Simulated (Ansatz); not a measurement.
# Ni: properties at the relaxed cell, part 2 of 2

This session takes Ni and sets out to compute bands, density of states and charges, compare with the cell as listed and fit an equation of state.

Ansatz 0.2.0; DFT PBEsol, scalar-relativistic, plane waves, PAW.

### 6 The cell scaled to 0.94 of its volume

input.yaml reads:

```yaml
crystal:
  lattice:
    - [0.0, 1.6962246029, 1.6962246029]
    - [1.6962246029, 0.0, 1.6962246029]
    - [1.6962246029, 1.6962246029, 0.0]
  atoms:
    - { symbol: Ni, position: [0.0, 0.0, 0.0], spin: 0.73 }
basis:
  ecutwfc: 420
kpoints:
  mp_grid: { grid: [20, 20, 20] }
hamiltonian:
  xc: pbesol
scf:
  occupations: { method: gaussian, width: 0.1 }
output:
  forces: true
  stress: true
  eigenvalues: true
  populations: true
magnetization:
  spin_polarized: true
```

Command:

```sh
> ansatz run input.yaml --threads 1 --pin off --max-ram 2560MiB --backend cpu --events-out ev --progress --plain --runs-dir out
```

Output, shortened:

```text
[...]
SCF converged after 12 iterations
Magnetization: 0.6220 μB (9.3110 up, 8.6890 down)
Absolute magnetization: 0.6952 μB (∫|ρ↑−ρ↓|, with the PAW one-centre terms)
Spin contamination: 0.0049 ħ² per cell (⟨S²⟩ above its minimum at these occupations)
Per-site moments (μB) at R_I (Å): [(0.6539215701877837, 0.9895148332789904)]
Free energy (F): -5804.947646 eV
[...]
E sigma→0 (E₀):  -5804.943787 eV
Entropy (-TS):   -0.007720 eV (-7.720 meV/atom)
Fermi energy:    20.618733 eV
[...]
--- Forces (eV/Å), atoms counted from 1 ---
  atom   1  Ni    -0.00000000     0.00000000    -0.00000000
[...]
--- Stress (GPa, compression-positive) ---
       16.635011       0.000000       0.000000
       -0.000000      16.635011      -0.000000
       -0.000000       0.000000      16.635011
  P = ⅓ Tr σ = 16.6350 GPa (166.350 kbar)
--- Band table (eV; the first three rows and the last of 512) ---
  k-point 0 ↑: bands = ["-82.9462", "-43.2874", "-43.2874", "-43.2874", "10.6563", "17.8617", "17.8617", "17.8617", "19.2395", "19.2395", "44.9307", "49.7418", "49.7418", "49.7418"]
[...]
--- Löwdin populations: 1 site ---
  site symbol       q [e]    m [muB]
     0     Ni     17.7777     0.6476
  spilling = 0.012351 (of n_electrons = 18.000000)
```

Run time: 10 s. Hardware: 1 thread of Arm Neoverse V2, shared host; peak memory 0.32 GiB.

### 7 The cell scaled to 1.06 of its volume

Changes to input.yaml since step 6:

```diff
@@ -2,5 +2,5 @@
   lattice:
-    - [0.0, 1.6962246029, 1.6962246029]
-    - [1.6962246029, 0.0, 1.6962246029]
-    - [1.6962246029, 1.6962246029, 0.0]
+    - [0.0, 1.7655337693, 1.7655337693]
+    - [1.7655337693, 0.0, 1.7655337693]
+    - [1.7655337693, 1.7655337693, 0.0]
   atoms:
@@ -20,2 +20,6 @@
   populations: true
+  write_density: true
+  write_potential: true
+  elf: true
+  volumetric_format: npy
 magnetization:
```

Command:

```sh
> ansatz run input.yaml --threads 1 --pin off --max-ram 2560MiB --backend cpu --events-out ev --progress --plain --runs-dir out
```

Output, shortened:

```text
[...]
at 1 of the mixer's solves, the last at iteration 6, it left a direction of its history that read negative out of its fit and stepped the other way along it
SCF converged after 12 iterations
Magnetization: 0.6408 μB (9.3204 up, 8.6796 down)
Absolute magnetization: 0.7280 μB (∫|ρ↑−ρ↓|, with the PAW one-centre terms)
Spin contamination: 0.0065 ħ² per cell (⟨S²⟩ above its minimum at these occupations)
Per-site moments (μB) at R_I (Å): [(0.6778009307816713, 1.0299472430658472)]
Free energy (F): -5804.954005 eV
[...]
E sigma→0 (E₀):  -5804.949582 eV
Entropy (-TS):   -0.008846 eV (-8.846 meV/atom)
Fermi energy:    17.739305 eV
[...]
--- Forces (eV/Å), atoms counted from 1 ---
  atom   1  Ni    -0.00000000     0.00000000    -0.00000000
[...]
--- Stress (GPa, compression-positive) ---
      -11.703813      -0.000000       0.000000
        0.000000     -11.703813       0.000000
       -0.000000       0.000000     -11.703813
  P = ⅓ Tr σ = -11.7038 GPa (-117.038 kbar)
--- Band table (eV; the first three rows and the last of 512) ---
  k-point 0 ↑: bands = ["-85.6153", "-46.0203", "-46.0203", "-46.0203", "8.6452", "15.3008", "15.3008", "15.3008", "16.4674", "16.4674", "41.0876", "44.9603", "44.9603", "44.9603"]
[...]
--- Löwdin populations: 1 site ---
  site symbol       q [e]    m [muB]
     0     Ni     17.7755     0.6706
  spilling = 0.012471 (of n_electrons = 18.000000)
```

It took 13 s on 1 thread of Arm Neoverse V2, shared host; peak memory 0.33 GiB.

By site:

```
atom  moment in the atom's sphere (μB)  Löwdin electrons
 Ni1                              0.68             17.78
```

The Löwdin counts miss 0.22 of the 18 electrons, which the atomic orbitals do not span, so they are no charges.

The maps below are laid out on this run's own conventional cell (a, b, c = 3.531, 3.531, 3.531 Å).

Density in a lattice plane of the grid's cell (edges 3.53 and 3.53 Å, at 0.000 of the third edge), which holds Ni.

Values in e/Å³, 12 rows by 12 columns:
```
29.07 14.84  2.66  0.60  0.26  0.20  0.19  0.20  0.26  0.59  2.65 14.92
 4.32  2.66  0.84  0.38  0.27  0.26  0.26  0.26  0.27  0.39  0.83  2.65
 0.78  0.60  0.38  0.33  0.38  0.60  0.78  0.59  0.39  0.33  0.39  0.59
 0.26  0.26  0.27  0.38  0.84  2.66  4.32  2.65  0.83  0.39  0.27  0.26
 0.19  0.20  0.26  0.60  2.66 14.84 29.07 14.92  2.65  0.59  0.26  0.20
 0.17  0.19  0.26  0.78  4.32 29.07 60.56 29.07  4.32  0.78  0.26  0.19
 0.19  0.20  0.26  0.59  2.65 14.92 29.07 14.84  2.66  0.60  0.26  0.20
 0.26  0.26  0.27  0.39  0.83  2.65  4.32  2.66  0.84  0.38  0.27  0.26
 0.78  0.59  0.39  0.33  0.39  0.59  0.78  0.60  0.38  0.33  0.38  0.60
 4.32  2.65  0.83  0.39  0.27  0.26  0.26  0.26  0.27  0.38  0.84  2.66
29.07 14.92  2.65  0.59  0.26  0.20  0.19  0.20  0.26  0.60  2.66 14.84
60.56 29.07  4.32  0.78  0.26  0.19  0.17  0.19  0.26  0.78  4.32 29.07
```
Columns run along the first of these edges and rows up along the second, over one cell in 12 and 12 even steps from the bottom left corner. Atoms in the plane (fractional): Ni at (0.00, 0.00), Ni at (0.50, 0.50).

ELF in the same plane.

Ten even steps from '0' (0.17) to '9' (0.73):
```
875321000011111000012357
553210000111111100001235
322100001100000110000122
110000011000000011000001
000000100000000000100000
000011000001110000011000
000110000122322100001100
111100001235553210000111
111000012357875321000011
111000012468986421000011
111000012357875321000011
111100001235553210000111
000110000122322100001100
000011000001110000011000
000000100000000000100000
110000011000000011000001
322100001100000110000122
553210000111111100001235
875321000011111000012357
986421000011111000012468
```
Columns run along the first of these edges and rows up along the second, over one cell in 24 and 20 even steps from the bottom left corner. Atoms in the plane (fractional): Ni at (0.00, 0.00), Ni at (0.50, 0.50).

Both are smooth fields of the valence electrons: close to the nuclei they are not physical.

Spin density (up less down) in a lattice plane of the grid's cell (edges 3.53 and 3.53 Å, at 0.000 of the third edge), which holds Ni.

Ten even steps from '0' (-0.01 e/Å³) to '9' (2.90 e/Å³):
```
753100000000000000000135
321000000000000000000012
000000000000000000000000
000000000000000000000000
000000000000000000000000
000000000000000000000000
000000000000000000000000
000000000012321000000000
000000000135753100000000
000000000147974100000000
000000000135753100000000
000000000012321000000000
000000000000000000000000
000000000000000000000000
000000000000000000000000
000000000000000000000000
000000000000000000000000
321000000000000000000012
753100000000000000000135
974100000000000000000147
```
Columns run along the first of these edges and rows up along the second, over one cell in 24 and 20 even steps from the bottom left corner. Atoms in the plane (fractional): Ni at (0.00, 0.00), Ni at (0.50, 0.50).

### 8 Point at V/V0 = 0.91

Changes to input.yaml since step 7:

```diff
@@ -2,5 +2,5 @@
   lattice:
-    - [0.0, 1.7655337693, 1.7655337693]
-    - [1.7655337693, 0.0, 1.7655337693]
-    - [1.7655337693, 1.7655337693, 0.0]
+    - [0.0, 1.677984215, 1.677984215]
+    - [1.677984215, 0.0, 1.677984215]
+    - [1.677984215, 1.677984215, 0.0]
   atoms:
```

Command:

```sh
> ansatz run input.yaml --threads 1 --pin off --max-ram 2560MiB --backend cpu --events-out ev --progress --plain --runs-dir out
```

Output, shortened:

```text
[...]
SCF converged after 11 iterations
Magnetization: 0.6161 μB (9.3080 up, 8.6920 down)
Absolute magnetization: 0.6857 μB (∫|ρ↑−ρ↓|, with the PAW one-centre terms)
Spin contamination: 0.0045 ħ² per cell (⟨S²⟩ above its minimum at these occupations)
Per-site moments (μB) at R_I (Å): [(0.6466512428892934, 0.9788740641491508)]
Free energy (F): -5804.905134 eV
[...]
E sigma→0 (E₀):  -5804.901423 eV
Entropy (-TS):   -0.007422 eV (-7.422 meV/atom)
Fermi energy:    21.458217 eV
[...]
--- Forces (eV/Å), atoms counted from 1 ---
  atom   1  Ni    -0.00000000     0.00000000    -0.00000000
[...]
--- Stress (GPa, compression-positive) ---
       27.412572       0.000000      -0.000000
        0.000000      27.412572      -0.000000
       -0.000000      -0.000000      27.412572
  P = ⅓ Tr σ = 27.4126 GPa (274.126 kbar)
--- Band table (eV; the first three rows and the last of 512) ---
  k-point 0 ↑: bands = ["-82.1704", "-42.4897", "-42.4897", "-42.4897", "11.2520", "18.6047", "18.6047", "18.6047", "20.0464", "20.0464", "46.0248", "51.0998", "51.0998", "51.0998"]
[...]
--- Löwdin populations: 1 site ---
  site symbol       q [e]    m [muB]
     0     Ni     17.7787     0.6406
  spilling = 0.012294 (of n_electrons = 18.000000)
```

Run time: 11 s. Hardware: 1 thread of Arm Neoverse V2, shared host; peak memory 0.32 GiB.

Site by site:

```csv
atom,moment in the atom's sphere (μB),Löwdin electrons
Ni1,0.65,17.78
```

The Löwdin counts miss 0.22 of the 18 electrons, which the atomic orbitals do not span, so they are no charges.

The maps below are laid out on this run's own conventional cell (a, b, c = 3.356, 3.356, 3.356 Å).

Density in a lattice plane of the grid's cell (edges 3.36 and 3.36 Å, at 0.000 of the third edge), which holds Ni.

Values in e/Å³, 12 rows by 12 columns:
```
31.14 16.97  4.08  0.67  0.34  0.26  0.24  0.26  0.34  0.67  4.07 17.13
 6.76  4.08  1.37  0.48  0.35  0.34  0.34  0.34  0.35  0.48  1.36  4.07
 0.84  0.67  0.48  0.40  0.48  0.67  0.84  0.67  0.48  0.38  0.48  0.67
 0.34  0.34  0.35  0.48  1.37  4.08  6.76  4.07  1.36  0.48  0.35  0.34
 0.24  0.26  0.34  0.67  4.08 16.97 31.14 17.13  4.07  0.67  0.34  0.26
 0.22  0.24  0.34  0.84  6.76 31.14 60.47 31.14  6.76  0.84  0.34  0.24
 0.24  0.26  0.34  0.67  4.07 17.13 31.14 16.97  4.08  0.67  0.34  0.26
 0.34  0.34  0.35  0.48  1.36  4.07  6.76  4.08  1.37  0.48  0.35  0.34
 0.84  0.67  0.48  0.38  0.48  0.67  0.84  0.67  0.48  0.40  0.48  0.67
 6.76  4.07  1.36  0.48  0.35  0.34  0.34  0.34  0.35  0.48  1.37  4.08
31.14 17.13  4.07  0.67  0.34  0.26  0.24  0.26  0.34  0.67  4.08 16.97
60.47 31.14  6.76  0.84  0.34  0.24  0.22  0.24  0.34  0.84  6.76 31.14
```
Columns run along the first of these edges and rows up along the second, over one cell in 12 and 12 even steps from the bottom left corner. Atoms in the plane (fractional): Ni at (0.00, 0.00), Ni at (0.50, 0.50).

ELF in the same plane.

Values, 12 rows by 12 columns:
```
0.56 0.45 0.29 0.19 0.22 0.25 0.25 0.25 0.22 0.19 0.29 0.45
0.34 0.29 0.22 0.21 0.24 0.22 0.20 0.22 0.24 0.21 0.22 0.29
0.20 0.19 0.21 0.25 0.21 0.19 0.20 0.19 0.21 0.24 0.21 0.19
0.20 0.22 0.24 0.21 0.22 0.29 0.34 0.29 0.22 0.21 0.24 0.22
0.25 0.25 0.22 0.19 0.29 0.45 0.56 0.45 0.29 0.19 0.22 0.25
0.26 0.25 0.20 0.20 0.34 0.56 0.73 0.56 0.34 0.20 0.20 0.25
0.25 0.25 0.22 0.19 0.29 0.45 0.56 0.45 0.29 0.19 0.22 0.25
0.20 0.22 0.24 0.21 0.22 0.29 0.34 0.29 0.22 0.21 0.24 0.22
0.20 0.19 0.21 0.24 0.21 0.19 0.20 0.19 0.21 0.25 0.21 0.19
0.34 0.29 0.22 0.21 0.24 0.22 0.20 0.22 0.24 0.21 0.22 0.29
0.56 0.45 0.29 0.19 0.22 0.25 0.25 0.25 0.22 0.19 0.29 0.45
0.73 0.56 0.34 0.20 0.20 0.25 0.26 0.25 0.20 0.20 0.34 0.56
```
Columns run along the first of these edges and rows up along the second, over one cell in 12 and 12 even steps from the bottom left corner. Atoms in the plane (fractional): Ni at (0.00, 0.00), Ni at (0.50, 0.50).

Both are smooth fields of the valence electrons: close to the nuclei they are not physical.

Spin density (up less down) in a lattice plane of the grid's cell (edges 3.36 and 3.36 Å, at 0.000 of the third edge), which holds Ni.

Ten even steps from ' ' (-0.01 e/Å³) to '@' (2.79 e/Å³):
```
##++--..                                  ..--++
--::::                                      ::::
....                                          ..
                                                
                                                
                                                
                      ......                    
                    ::::--::::                  
                  ..--++##++--..                
                  ..==##@@##==..                
                  ..--++##++--..                
                    ::::--::::                  
                      ......                    
                                                
                                                
                                                
....                                          ..
--::::                                      ::::
##++--..                                  ..--++
@@##==..                                  ..==##
```
Columns run along the first of these edges and rows up along the second, over one cell in 24 and 20 even steps from the bottom left corner. Atoms in the plane (fractional): Ni at (0.00, 0.00), Ni at (0.50, 0.50).

### 9 The cell scaled to 1.10 of its volume

input.yaml reads:

```yaml
crystal:
  lattice:
    - [0.0, 1.7874681086, 1.7874681086]
    - [1.7874681086, 0.0, 1.7874681086]
    - [1.7874681086, 1.7874681086, 0.0]
  atoms:
    - { symbol: Ni, position: [0.0, 0.0, 0.0], spin: 0.73 }
basis:
  ecutwfc: 420
kpoints:
  mp_grid: { grid: [20, 20, 20] }
hamiltonian:
  xc: pbesol
scf:
  occupations: { method: gaussian, width: 0.1 }
output:
  forces: true
  stress: true
  eigenvalues: true
  populations: true
magnetization:
  spin_polarized: true
```

Command:

```sh
> ansatz run input.yaml --threads 1 --pin off --max-ram 2560MiB --backend cpu --events-out ev --progress --plain --runs-dir out
```

Output, shortened:

```text
Warning: RAYON_NUM_THREADS=1 ignored (pool sized by the plan → 1); use --threads N
[...]
Pseudopotentials: kind: paw
Pseudopotential: Ni, paw, valence charge 18, recommended cutoff 420 eV (normal), Ni.paw.azcp
Functional definition: PBEsol
[...]
Crystal: 1 atoms, lattice volume = 11.422 Å³
Basis set: ecut = 420 eV, 229 PW (Γ), exchange–correlation on 36×36×36 points (8 copies of the dense FFT grid, shifted against one another)
Bands: 14, of which v1, the nominal top of the filled ones, is band 9 counted from 1 (8 counted from 0)
Symmetry: 48 space group operations
Space group: Fm-3m (ITA 225), of the structure as read, at distance tolerance 2.3e-5 Å
Magnetic group: BNS 225.116 (UNI 1618), of the structure as read, at distance tolerance 2.3e-5 Å
k-points: 256 of 8000
[...]
Starting moments: Σ|m| = 0.73 μB on 1 of 1 site
[...]
Absolute magnetization: 0.7382 μB (∫|ρ↑−ρ↓|, with the PAW one-centre terms)
Spin contamination: 0.0071 ħ² per cell (⟨S²⟩ above its minimum at these occupations)
Per-site moments (μB) at R_I (Å): [(0.6848159166719049, 1.0427429271152453)]
Free energy (F): -5804.915863 eV
[...]
E sigma→0 (E₀):  -5804.911229 eV
Entropy (-TS):   -0.009266 eV (-9.266 meV/atom)
Fermi energy:    16.920828 eV
[...]
--- Forces (eV/Å), atoms counted from 1 ---
  atom   1  Ni    -0.00000000     0.00000000    -0.00000000
[...]
--- Stress (GPa, compression-positive) ---
      -17.486478      -0.000000      -0.000000
       -0.000000     -17.486478       0.000000
       -0.000000       0.000000     -17.486478
  P = ⅓ Tr σ = -17.4865 GPa (-174.865 kbar)
--- Band table (eV; the first three rows and the last of 512) ---
  k-point 0 ↑: bands = ["-86.3763", "-46.7966", "-46.7966", "-46.7966", "8.0825", "14.5688", "14.5688", "14.5688", "15.6778", "15.6778", "39.9658", "43.5340", "43.5340", "43.5340"]
[...]
--- Löwdin populations: 1 site ---
  site symbol       q [e]    m [muB]
     0     Ni     17.7754     0.6773
  spilling = 0.012475 (of n_electrons = 18.000000)
```

Wall time 8.9 s (1 thread of Arm Neoverse V2, shared host); peak memory 0.34 GiB.

By site:

| atom | moment in the atom's sphere (μB) | Löwdin electrons |
| --- | --- | --- |
| Ni1 | 0.68 | 17.78 |

The Löwdin counts miss 0.22 of the 18 electrons, which the atomic orbitals do not span, so they are no charges.

### 10 Volume × 0.88

Changes to input.yaml since step 9:

```diff
@@ -2,5 +2,5 @@
   lattice:
-    - [0.0, 1.7874681086, 1.7874681086]
-    - [1.7874681086, 0.0, 1.7874681086]
-    - [1.7874681086, 1.7874681086, 0.0]
+    - [0.0, 1.6593384027, 1.6593384027]
+    - [1.6593384027, 0.0, 1.6593384027]
+    - [1.6593384027, 1.6593384027, 0.0]
   atoms:
```

Command:

```sh
> ansatz run input.yaml --threads 1 --pin off --max-ram 2560MiB --backend cpu --events-out ev --progress --plain --runs-dir out
```

Output, shortened:

```text
Warning: RAYON_NUM_THREADS=1 ignored (pool sized by the plan → 1); use --threads N
[...]
Pseudopotentials: kind: paw
Pseudopotential: Ni, paw, valence charge 18, recommended cutoff 420 eV (normal), Ni.paw.azcp
Functional definition: PBEsol
[...]
Crystal: 1 atoms, lattice volume = 9.138 Å³
Basis set: ecut = 420 eV, 169 PW (Γ), exchange–correlation on 32×32×32 points (8 copies of the dense FFT grid, shifted against one another)
Bands: 14, of which v1, the nominal top of the filled ones, is band 9 counted from 1 (8 counted from 0)
Symmetry: 48 space group operations
Space group: Fm-3m (ITA 225), of the structure as read, at distance tolerance 2.1e-5 Å
Magnetic group: BNS 225.116 (UNI 1618), of the structure as read, at distance tolerance 2.1e-5 Å
k-points: 256 of 8000
[...]
Starting moments: Σ|m| = 0.73 μB on 1 of 1 site
[...]
Absolute magnetization: 0.6754 μB (∫|ρ↑−ρ↓|, with the PAW one-centre terms)
Spin contamination: 0.0042 ħ² per cell (⟨S²⟩ above its minimum at these occupations)
Per-site moments (μB) at R_I (Å): [(0.6385013311835755, 0.9679967853867499)]
Free energy (F): -5804.839718 eV
[...]
E sigma→0 (E₀):  -5804.836133 eV
Entropy (-TS):   -0.007169 eV (-7.169 meV/atom)
Fermi energy:    22.355015 eV
[...]
--- Forces (eV/Å), atoms counted from 1 ---
  atom   1  Ni    -0.00000000     0.00000000     0.00000000
[...]
--- Stress (GPa, compression-positive) ---
       40.260659       0.000000      -0.000000
       -0.000000      40.260659      -0.000000
       -0.000000       0.000000      40.260659
  P = ⅓ Tr σ = 40.2607 GPa (402.607 kbar)
--- Band table (eV; the first three rows and the last of 512) ---
  k-point 0 ↑: bands = ["-81.3429", "-41.6370", "-41.6370", "-41.6370", "11.8930", "19.3967", "19.3967", "19.3967", "20.9081", "20.9081", "47.1818", "52.5268", "52.5268", "52.5268"]
[...]
--- Löwdin populations: 1 site ---
  site symbol       q [e]    m [muB]
     0     Ni     17.7800     0.6327
  spilling = 0.012225 (of n_electrons = 18.000000)
```

Run time: 7.5 s. Hardware: 1 thread of Arm Neoverse V2, shared host; peak memory 0.33 GiB.

Per atom:

```csv
atom,moment in the atom's sphere (μB),Löwdin electrons
Ni1,0.64,17.78
```

The Löwdin counts miss 0.22 of the 18 electrons, which the atomic orbitals do not span, so they are no charges.

### 11 Equation of state

| volume (Å³/atom) | energy above the lowest point (meV/atom) | pressure (GPa) | gap on the mesh (eV) | largest moment (μB) |
| --- | --- | --- | --- | --- |
| 9.138 | 137.8 | 40.26 | 0.00 | 0.64 |
| 9.449 | 72.5 | 27.41 | 0.00 | 0.65 |
| 9.761 | 30.2 | 16.64 | 0.00 | 0.65 |
| 10.072 | 7.0 | 7.59 | 0.00 | 0.66 |
| 10.384 | 0.0 | 0.00 | 0.00 | 0.67 |
| 10.695 | 6.5 | -6.37 | 0.00 | 0.67 |
| 11.007 | 24.4 | -11.70 | 0.00 | 0.68 |
| 11.422 | 62.7 | -17.49 | 0.00 | 0.69 |

### 12 Results

What follows sums up all 2 parts.

```
                     quantity                                                              value
                          gap                                                       none (metal)
    states at the Fermi level                                               1.61 per eV per cell
                Bader charges                                                         Ni +0.00 e
                  listed cell  19.7 meV/atom above the relaxed cell, -10.6 GPa, gap none (metal)
equilibrium volume of the fit                                                      10.38 Å³/atom
                 bulk modulus                                                            232 GPa
      its pressure derivative                                                                4.8
```

In words: It comes out metallic. Of the projected weight within 0.25 eV of the Fermi level, the largest part is Ni 3d (96 %). Held at the listed cell, the crystal is under -10.6 GPa and lies 19.7 meV/atom higher. The fit puts the minimum at 10.38 Å³/atom with B = 232 GPa and B' = 4.8.
